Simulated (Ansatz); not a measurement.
## Pt(100) / 3 layers Al(100) / Pt(100): resistance against film thickness

How does the resistance across the layers grow with the film in Pt(100) / 3 layers Al(100) / Pt(100)?

Program: Ansatz 0.2.0. Level of theory: Ansatz plane-wave DFT, PBEsol, PAW files; ballistic transport by layer matching (Landauer), zero bias; PAW set soft_1. Results are calculated unless marked as measured.

Most raw output is cut from this account.

## 1. Starting point

The cell holds 12 atoms: 9 Pt and 3 Al. Its edges and angles: a = 2.773 Å, b = 2.773 Å, c = 24.117 Å, α = 90.0°, β = 90.0°, γ = 90.0°. It derives from Pt and Al. Regions: lead, 9 atoms (9 Pt); films, 3 atoms (3 Al). The structure is stacked along c, and the current runs across the ab planes.

## 2. With 3 layers

The film is laid into the lead at the lead's in-plane lattice, and the cell closes on the lead's own image. The mesh across the current, 26×26, is finer than the density's, because channels open and close sharply across the zone. Energies from -1 to 1 eV in steps of 0.036 eV cover the slope of the Fermi function at 300 K, so the program can form a conductance.

Input file input.yaml:

```yaml
crystal:
  lattice:
    - [2.7731313745, 0.0, 0.0]
    - [0.0, 2.7731313745, 0.0]
    - [0.0, 0.0, 24.1170267037]
  atoms:
    - { symbol: Pt, position: [0.0, 0.0, 0.0406538506] }
    - { symbol: Pt, position: [0.5, 0.5, 0.1219615517] }
    - { symbol: Pt, position: [0.0, 0.0, 0.2032692529] }
    - { symbol: Pt, position: [0.5, 0.5, 0.284576954] }
    - { symbol: Al, position: [0.0, 0.0, 0.3699359196] }
    - { symbol: Al, position: [0.5, 0.5, 0.4593461494] }
    - { symbol: Al, position: [0.0, 0.0, 0.5487563793] }
    - { symbol: Pt, position: [0.5, 0.5, 0.6341153448] }
    - { symbol: Pt, position: [0.0, 0.0, 0.715423046] }
    - { symbol: Pt, position: [0.5, 0.5, 0.7967307471] }
    - { symbol: Pt, position: [0.0, 0.0, 0.8780384483] }
    - { symbol: Pt, position: [0.5, 0.5, 0.9593461494] }
kpoints:
  mp_grid: { grid: [13, 13, 1] }
hamiltonian:
  xc: pbesol
  pseudopotentials: { kind: paw, azcp: { folder: soft_1 }, xc_functional: pbe }
scf:
  occupations: { method: fermi_dirac, width: 0.1 }
output:
  transmission: { leads: [[0, 1]], kmesh: [26, 26], e_range: [-1.0, 1.0], de: 0.036 }
  write_potential: true
  write_density: true
  volumetric_format: npy
  elf: true
```

On the command line:

```console
> ansatz run input.yaml --threads 4 --pin off --max-ram 8192MiB --backend cpu --events-out ev --progress --plain --runs-dir out
```

Run time: 1.9 min. Hardware: 4 threads of Arm Neoverse V2, shared host; peak memory 0.84 GiB; 7 min of CPU time.

Numbers from this step:

- free energy: -113043.7958 eV
- energy at zero smearing: -113043.5603 eV
- Fermi energy: 19.09 eV
- cell area: 7.690 Å²
- step of the lead's potential: 12.4 meV
- ballistic conductance of the lead: 2.17e15 S/m²
- estimated errors of the lead's conductance: 0, 5.1, 2.8 % (band edges, k-mesh, distance from neutral)
- lead conductance per cell: 2.154 G₀
- conductance of the junction: 4.64e14 S/m²
- junction conductance per cell: 0.4603 G₀
- estimated errors of the junction's conductance: 0, 0, 9.2, 14.5, 0.4 % (energy step, band edges, k-mesh, leads' steps, distance from neutral)
- area resistance that the stack adds (contact term taken off, spin by spin): 1.695 fΩ m²

Per spin. Transmission, zone mean against energy, zero at the Fermi level:

energy (eV), transmission, zone mean and a bar from the least value:
```
   -1.000      0.410 ####
   -0.964      0.399 ###
   -0.892      0.410 ###
   -0.856      0.416 ####
   -0.784      0.372 
   -0.748      0.374 
   -0.676      0.403 ###
   -0.640      0.392 ##
   -0.568      0.441 ######
   -0.532      0.452 #######
   -0.460      0.497 ############
   -0.424      0.523 ##############
   -0.352      0.540 ################
   -0.316      0.521 ##############
   -0.244      0.494 ###########
   -0.208      0.470 #########
   -0.136      0.448 #######
   -0.100      0.465 #########
   -0.028      0.461 ########
    0.008      0.467 #########
    0.080      0.432 ######
    0.116      0.454 ########
    0.188      0.485 ##########
    0.224      0.492 ###########
    0.296      0.502 ############
    0.332      0.535 ###############
    0.404      0.529 ###############
    0.440      0.538 ###############
    0.512      0.571 ###################
    0.548      0.592 ####################
    0.620      0.615 #######################
    0.656      0.621 #######################
    0.728      0.644 #########################
    0.764      0.651 ##########################
    0.836      0.666 ###########################
    0.872      0.675 ############################
    0.944      0.691 ##############################
    0.980      0.694 ##############################
```

Per spin. Table of open channels, zone mean, lead by energy, zero at the Fermi level:

| energy (eV) | open channels, zone mean, lead |
| --- | --- |
| -1.000 | 1.95 |
| -0.892 | 1.96 |
| -0.820 | 2.01 |
| -0.712 | 1.96 |
| -0.640 | 1.99 |
| -0.532 | 2.09 |
| -0.424 | 2.26 |
| -0.352 | 2.36 |
| -0.244 | 2.41 |
| -0.136 | 2.38 |
| -0.064 | 2.37 |
| 0.008 | 2.13 |
| 0.044 | 2.00 |
| 0.116 | 1.63 |
| 0.224 | 1.27 |
| 0.332 | 1.14 |
| 0.404 | 1.03 |
| 0.512 | 0.854 |
| 0.620 | 0.901 |
| 0.692 | 0.889 |
| 0.800 | 0.859 |
| 0.872 | 0.859 |
| 0.980 | 0.859 |

Transmission over k1 and k2. At 0.0080 eV from the Fermi level.

Ten even steps from '0' (0.00) to '9' (1.52):
```
95607210000001000000127065
06101260000054500000621016
00044444876555556784444400
07144333310155510133334417
12243443332111112333443422
11643444585022205854443461
00043343333333333333433400
00083353333333333333533800
00071383333333333333831700
00060253333322233333520600
00051103333222223333011500
00555123332211122333215550
01455123332212122333215541
00555123332211122333215550
00051103333222223333011500
00060253333322233333520600
00071383333333333333831700
00083353333333333333533800
00043343333333333333433400
11643444585022205854443461
12243443332111112333443422
07144333310155510133334417
00044444876555556784444400
06101260000054500000621016
95607210000001000000127065
59000110000000000000110009
```
Columns: k1 (b1) from -0.5 to 0.462; rows upwards: k2 (b2) from -0.5 to 0.462.

Open channels over k1 and k2. At 0.0080 eV from the Fermi level.

Values, 12 rows by 16 columns, each cell a mean:
```
0.92 1.16 2.28 3.07 3.07 2.50 1.22 1.08 2.88 1.08 1.57 2.85 3.21 2.92 1.66 1.01
1.66 2.58 2.00 2.00 2.00 1.79 1.41 2.14 3.09 1.67 1.47 1.96 2.00 2.00 2.23 2.29
3.88 2.86 2.00 2.00 2.00 2.00 1.63 2.32 3.00 1.71 1.86 2.00 2.00 2.00 2.18 3.34
4.00 2.08 1.83 1.98 2.00 2.00 2.00 2.14 2.23 2.05 2.00 2.00 2.00 1.86 1.81 2.99
3.35 0.84 1.46 1.28 1.88 2.00 2.00 2.00 2.00 2.00 2.00 2.00 1.70 1.08 1.38 1.42
2.09 2.62 2.88 2.85 2.83 2.00 2.00 2.28 3.03 2.11 2.00 2.28 2.87 2.85 2.88 2.30
2.31 1.12 1.96 1.95 2.28 2.00 2.00 2.00 2.28 2.00 2.00 2.14 2.14 1.92 1.74 1.02
3.70 1.24 1.54 1.70 2.00 2.00 2.00 2.00 2.00 2.00 2.00 2.00 1.97 1.40 1.48 2.11
4.00 2.60 2.00 2.00 2.00 2.00 1.95 2.34 2.69 2.02 2.00 2.00 2.00 2.00 2.05 3.32
3.33 2.90 2.00 2.00 2.00 1.86 1.25 2.23 3.00 1.50 1.48 1.98 2.00 2.00 2.23 3.14
0.51 1.93 2.38 2.38 2.12 1.57 1.08 1.74 3.20 1.33 1.08 1.93 2.27 2.38 2.35 1.38
1.70 0.70 1.47 3.53 3.87 3.78 2.91 1.73 2.31 2.38 3.27 3.83 3.86 3.04 0.66 1.11
```
Columns: k1 (b1) from -0.5 to 0.462; rows upwards: k2 (b2) from -0.5 to 0.462.

ELF in the ca plane at fractional y = 0.000, with atoms of Pt and Al within 0.2 Å of it. It is the smooth field of the valence electrons, not physical close to the nuclei.

Ten even steps from '0' (0.06) to '9' (0.65), each cell a mean:
```
58888521113688874211244000386423477100253211
35775322222467753222346523797655689623664222
33443333333334433333346778998888899987754333
33333333333333333334345789999999999998754343
33333333333333333333346789999999999998754333
34664322223356643223346656998766789855764322
47887421122578874211245200587433588300353212
68888521113688885211233042176322476041043111
```
Columns run along c (16.0 Å, from fractional 0.00 to 0.66 of the cell), rows up along a (2.8 Å). Atoms in or near the plane, at fractional coordinates: Pt at (0.04, 0.00), Pt at (0.20, 0.00), Al at (0.37, 0.00), Al at (0.55, 0.00).

Electrostatic potential energy in the ca plane at fractional y = 0.000, with atoms of Pt and Al within 0.2 Å of it. With pseudopotentials it is smooth inside the atoms' cores, unlike the true potential.

Values in eV, 5 rows by 16 columns, each cell a mean:
```
-22 -32  19  20 -26 -28  20  20   8   9  19  21  10  11  14  22
  9   5  20  20   8   7  20  20  13  12  19  19  17   9  19  20
 18  17  20  19  18  18  19  20  18  17  19  18  19  16  20  19
 -2  -9  20  20  -4  -6  20  20   9   8  19  20  14   5  18  21
-28 -38  19  20 -32 -34  20  20  10  11  19  21  10  16  13  22
```
Columns run along c (16.0 Å, from fractional 0.00 to 0.66 of the cell; values clipped at the 3rd and 97th percentile), rows up along a (2.8 Å). Atoms in or near the plane, at fractional coordinates: Pt at (0.04, 0.00), Pt at (0.20, 0.00), Al at (0.37, 0.00), Al at (0.55, 0.00).

Valence density in the ca plane at fractional y = 0.000, with atoms of Pt and Al within 0.2 Å of it. It is the smooth field of the valence electrons, not physical close to the nuclei.

Values in units of 1e0 e/Å³, 5 rows by 16 columns, each cell a mean:
```
3.9 5.3 0.3 0.3 4.5 4.8 0.3 0.2 0.1 0.1 0.2 0.1 0.2 0.1 0.2 0.2
0.8 1.0 0.3 0.3 0.9 0.9 0.3 0.3 0.2 0.2 0.2 0.2 0.2 0.2 0.2 0.3
0.4 0.4 0.3 0.3 0.4 0.4 0.3 0.3 0.2 0.2 0.2 0.2 0.2 0.2 0.2 0.3
1.6 2.1 0.3 0.3 1.8 1.9 0.3 0.2 0.2 0.2 0.2 0.2 0.2 0.2 0.2 0.2
5.1 6.8 0.3 0.3 5.7 6.1 0.3 0.2 0.1 0.1 0.2 0.1 0.2 0.1 0.2 0.2
```
Columns run along c (16.0 Å, from fractional 0.00 to 0.66 of the cell), rows up along a (2.8 Å). Atoms in or near the plane, at fractional coordinates: Pt at (0.04, 0.00), Pt at (0.20, 0.00), Al at (0.37, 0.00), Al at (0.55, 0.00).

The lead's potential steps by 12 meV from period to period, small in itself. The program estimates the junction's conductance to 9.2 % from the k-mesh, 0.4 % from the leads' distance from neutral and 14 % from their steps.

By hand: 1/G − 1/G_lead = 1/0.4638 − 1/2.170 = 1.70 fΩ m² with G in 10¹⁵ S/m².

## 3. With 5 layers, film layers 5

The stack now holds 5 film layers; the k-mesh follows the cell, and the energies span -0.27 to 0.27 eV.

System of this step: Pt(100) / 5 layers Al(100) / Pt(100). The cell holds 14 atoms: 9 Pt and 5 Al. Its edges and angles: a = 2.773 Å, b = 2.773 Å, c = 28.430 Å, α = 90.0°, β = 90.0°, γ = 90.0°. It derives from Pt and Al. Regions: lead, 9 atoms (9 Pt); films, 5 atoms (5 Al). The structure is stacked along c, and the current runs across the ab planes.

Input file input.yaml:

```yaml
crystal:
  lattice:
    - [2.7731313745, 0.0, 0.0]
    - [0.0, 2.7731313745, 0.0]
    - [0.0, 0.0, 28.4296445062]
  atoms:
    - { symbol: Pt, position: [0.0, 0.0, 0.0344868892] }
    - { symbol: Pt, position: [0.5, 0.5, 0.1034606676] }
    - { symbol: Pt, position: [0.0, 0.0, 0.172434446] }
    - { symbol: Pt, position: [0.5, 0.5, 0.2414082244] }
    - { symbol: Al, position: [0.0, 0.0, 0.313818713] }
    - { symbol: Al, position: [0.5, 0.5, 0.3896659119] }
    - { symbol: Al, position: [0.0, 0.0, 0.4655131108] }
    - { symbol: Al, position: [0.5, 0.5, 0.5413603097] }
    - { symbol: Al, position: [0.0, 0.0, 0.6172075086] }
    - { symbol: Pt, position: [0.5, 0.5, 0.6896179972] }
    - { symbol: Pt, position: [0.0, 0.0, 0.7585917756] }
    - { symbol: Pt, position: [0.5, 0.5, 0.827565554] }
    - { symbol: Pt, position: [0.0, 0.0, 0.8965393324] }
    - { symbol: Pt, position: [0.5, 0.5, 0.9655131108] }
kpoints:
  mp_grid: { grid: [13, 13, 1] }
hamiltonian:
  xc: pbesol
  pseudopotentials: { kind: paw, azcp: { folder: soft_1 }, xc_functional: pbe }
scf:
  occupations: { method: fermi_dirac, width: 0.1 }
output:
  transmission:
    leads: [[0, 1]]
    kmesh: [26, 26]
    e_range: [-0.27, 0.27]
    de: 0.036
  write_potential: true
  write_density: true
  volumetric_format: npy
```

Wall time 61 s (4 threads); peak memory 0.97 GiB.

Numbers from this step:

```yaml
free_energy: -114092.8185 eV
energy_at_zero_smearing: -114092.5689 eV
fermi_energy: 17.39 eV
step_of_the_lead_s_potential: 12.8 meV
estimated_errors_of_the_lead_s_conductance: 0, 5.1, 2.7 % (band edges, k-mesh, distance from neutral)
lead_conductance_per_cell: 2.155 G₀
conductance_of_the_junction: 6.19e14 S/m²
junction_conductance_per_cell: 0.6145 G₀
estimated_errors_of_the_junction_s_conductance: 0.3, 0, 8.5, 7.7, 0.7 % (energy step, band edges, k-mesh, leads' steps, distance from neutral)
area_resistance_that_the_stack_adds_contact_term_taken_off_spin_by_spin: 1.155 fΩ m²
```

Per spin. The transmission, zone mean by energy, zero at the Fermi level:

| energy (eV) | transmission, zone mean |
| --- | --- |
| -0.270 | 0.575 |
| -0.234 | 0.588 |
| -0.198 | 0.605 |
| -0.162 | 0.615 |
| -0.126 | 0.625 |
| -0.090 | 0.622 |
| -0.054 | 0.633 |
| -0.018 | 0.623 |
| 0.018 | 0.615 |
| 0.054 | 0.589 |
| 0.090 | 0.576 |
| 0.126 | 0.580 |
| 0.162 | 0.574 |
| 0.198 | 0.564 |
| 0.234 | 0.555 |
| 0.270 | 0.554 |

The conductance of the junction is 6.2e14 S/m², 33 % over the 4.6e14 S/m² of the last finished run.

## 4. With 6 layers, film layers 6

The stack now holds 6 film layers; the k-mesh follows the cell, and the energies span -0.27 to 0.27 eV.

System of this step: Pt(100) / 6 layers Al(100) / Pt(100). The cell holds 14 atoms: 8 Pt and 6 Al. Cell: a = 2.773 Å, b = 2.773 Å, c = 28.625 Å, α = 90.0°, β = 90.0°, γ = 90.0°. It derives from Pt and Al. Regions: lead, 8 atoms (8 Pt); films, 6 atoms (6 Al). The structure is stacked along c, and the current runs across the ab planes.

input.yaml, the sections that differ from step 3:

```yaml
crystal:
  lattice:
    - [2.7731313745, 0.0, 0.0]
    - [0.0, 2.7731313745, 0.0]
    - [0.0, 0.0, 28.6250534075]
  atoms:
    - { symbol: Pt, position: [0.0, 0.0, 0.0342514645] }
    - { symbol: Pt, position: [0.5, 0.5, 0.1027543934] }
    - { symbol: Pt, position: [0.0, 0.0, 0.1712573224] }
    - { symbol: Pt, position: [0.5, 0.5, 0.2397602514] }
    - { symbol: Al, position: [0.0, 0.0, 0.3116764299] }
    - { symbol: Al, position: [0.5, 0.5, 0.3870058579] }
    - { symbol: Al, position: [0.0, 0.0, 0.462335286] }
    - { symbol: Al, position: [0.5, 0.5, 0.537664714] }
    - { symbol: Al, position: [0.0, 0.0, 0.6129941421] }
    - { symbol: Al, position: [0.5, 0.5, 0.6883235701] }
    - { symbol: Pt, position: [0.0, 0.0, 0.7602397486] }
    - { symbol: Pt, position: [0.5, 0.5, 0.8287426776] }
    - { symbol: Pt, position: [0.0, 0.0, 0.8972456066] }
    - { symbol: Pt, position: [0.5, 0.5, 0.9657485355] }
# kpoints, hamiltonian, scf, output: as in step 3
```

Wall time 61 s (4 threads); peak memory 0.93 GiB; 3.6 min of CPU time.

Numbers from this step:

- free energy: -102231.9325 eV
- energy at zero smearing: -102231.7019 eV
- Fermi energy: 16.26 eV
- step of the lead's potential: 28.4 meV
- ballistic conductance of the lead: 2.15e15 S/m²
- estimated errors of the lead's conductance: 0, 5.1, 3.7 % (band edges, k-mesh, distance from neutral)
- lead conductance per cell: 2.136 G₀
- conductance of the junction: 5.56e14 S/m²
- junction conductance per cell: 0.5514 G₀
- estimated errors of the junction's conductance: 0.1, 0.1, 8.6, 20.4, 1.8 % (energy step, band edges, k-mesh, leads' steps, distance from neutral)
- area resistance that the stack adds (contact term taken off, spin by spin): 1.335 fΩ m²

Per spin. The transmission, zone mean by energy, zero at the Fermi level:

| energy (eV) | transmission, zone mean |
| --- | --- |
| -0.270 | 0.600 |
| -0.234 | 0.586 |
| -0.198 | 0.582 |
| -0.162 | 0.580 |
| -0.126 | 0.603 |
| -0.090 | 0.599 |
| -0.054 | 0.573 |
| -0.018 | 0.563 |
| 0.018 | 0.549 |
| 0.054 | 0.508 |
| 0.090 | 0.504 |
| 0.126 | 0.506 |
| 0.162 | 0.505 |
| 0.198 | 0.524 |
| 0.234 | 0.527 |
| 0.270 | 0.527 |

The conductance of the junction is 5.6e14 S/m², 10 % under the 6.2e14 S/m² of the last finished run, no more than the error estimates, leads' steps apart, of 8.5 and 8.6 % together. The estimate from the leads' steps, 20 %, is larger still.

## 5. With 8 layers, film layers 8

The stack now holds 8 film layers; the k-mesh follows the cell, and the energies span -0.27 to 0.27 eV.

System of this step: Pt(100) / 8 layers Al(100) / Pt(100). The cell holds 16 atoms: 8 Pt and 8 Al. Cell: a = 2.773 Å, b = 2.773 Å, c = 32.938 Å, α = 90.0°, β = 90.0°, γ = 90.0°. It derives from Pt and Al. Regions: lead, 8 atoms (8 Pt); films, 8 atoms (8 Al). The structure is stacked along c, and the current runs across the ab planes.

input.yaml, the sections that differ from step 4:

```yaml
crystal:
  lattice:
    - [2.7731313745, 0.0, 0.0]
    - [0.0, 2.7731313745, 0.0]
    - [0.0, 0.0, 32.93767121]
  atoms:
    - { symbol: Pt, position: [0.0, 0.0, 0.0297668282] }
    - { symbol: Pt, position: [0.5, 0.5, 0.0893004846] }
    - { symbol: Pt, position: [0.0, 0.0, 0.148834141] }
    - { symbol: Pt, position: [0.5, 0.5, 0.2083677974] }
    - { symbol: Al, position: [0.0, 0.0, 0.2708677974] }
    - { symbol: Al, position: [0.5, 0.5, 0.336334141] }
    - { symbol: Al, position: [0.0, 0.0, 0.4018004846] }
    - { symbol: Al, position: [0.5, 0.5, 0.4672668282] }
    - { symbol: Al, position: [0.0, 0.0, 0.5327331718] }
    - { symbol: Al, position: [0.5, 0.5, 0.5981995154] }
    - { symbol: Al, position: [0.0, 0.0, 0.663665859] }
    - { symbol: Al, position: [0.5, 0.5, 0.7291322026] }
    - { symbol: Pt, position: [0.0, 0.0, 0.7916322026] }
    - { symbol: Pt, position: [0.5, 0.5, 0.851165859] }
    - { symbol: Pt, position: [0.0, 0.0, 0.9106995154] }
    - { symbol: Pt, position: [0.5, 0.5, 0.9702331718] }
# kpoints, hamiltonian, scf, output: as in step 4
```

Elapsed: 68 s, on 4 threads; peak memory 1.1 GiB; 4.1 min of CPU time.

Numbers from this step:

```yaml
free_energy: -103281.0123 eV
energy_at_zero_smearing: -103280.7666 eV
fermi_energy: 15.16 eV
step_of_the_lead_s_potential: 27.9 meV
ballistic_conductance_of_the_lead: 2.16e15 S/m²
estimated_errors_of_the_lead_s_conductance: 0, 5.1, 3.4 % (band edges, k-mesh, distance from neutral)
lead_conductance_per_cell: 2.141 G₀
conductance_of_the_junction: 5.00e14 S/m²
junction_conductance_per_cell: 0.4965 G₀
estimated_errors_of_the_junction_s_conductance: 0.4, 1.3, 8.5, 97.9, 1.6 % (energy step, band edges, k-mesh, leads' steps, distance from neutral)
area_resistance_that_the_stack_adds_contact_term_taken_off_spin_by_spin: 1.536 fΩ m²
```

Per spin. Transmission, zone mean against energy, zero at the Fermi level:

| energy (eV) | transmission, zone mean |
| --- | --- |
| -0.270 | 0.497 |
| -0.234 | 0.500 |
| -0.198 | 0.519 |
| -0.162 | 0.528 |
| -0.126 | 0.529 |
| -0.090 | 0.528 |
| -0.054 | 0.528 |
| -0.018 | 0.501 |
| 0.018 | 0.491 |
| 0.054 | 0.462 |
| 0.090 | 0.445 |
| 0.126 | 0.475 |
| 0.162 | 0.480 |
| 0.198 | 0.473 |
| 0.234 | 0.465 |
| 0.270 | 0.475 |

The conductance of the junction is 5.0e14 S/m², 10.0 % under the 5.6e14 S/m² of the last finished run, no more than the error estimates, leads' steps apart, of 8.6 and 8.5 % together. The estimate from the leads' steps, 98 %, is larger still.

(Part 1 of 2 ends here.)

[Logs are printed without paths, hosts, clocks, repeated set-up lines and the standing remarks that a program may print on its own settings, such as how far it seeks lower states.]

[Hosts, paths, dates, database ids (printed as entryN), source tags and the programs' standing remarks are cut or masked in the printed files.]
